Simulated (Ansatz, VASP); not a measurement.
Two plane-wave programs on AlCu

```
Al Cu
1.0
     2.95700    0.00000    0.00000
     0.00000    2.95700    0.00000
     0.00000    0.00000    2.95700
Al Cu
1 1
Direct
  0.00000 0.00000 0.00000
  0.50000 0.50000 0.50000
```

The cell comes from a database or a generator and needn't be the stable form of this composition.

Alike in both runs: task single point; functional PBEsol; k mesh 8 × 8 × 8; occupations fermi-dirac, width 0.05 eV; no spin polarisation.

```csv
,VASP,Ansatz
version,VASP 6.6.1,Ansatz 0.2.0
potentials or method,"VASP PAW PBE potentials, release 64 (Al, Cu)","plane waves, PAW"
plane-wave cutoff (eV),520,500
valence electrons in the cell,14,22
```

VASP gave:

* pressure (GPa): 0.8

Question: Estimate Ansatz's values.

Answer: Pressure (GPa): 0.1.

The two sets of potentials don't hold the same shells in valence.

Caveats: the PAW data sets were made with another functional, which shifts forces and pressure a little (VASP).
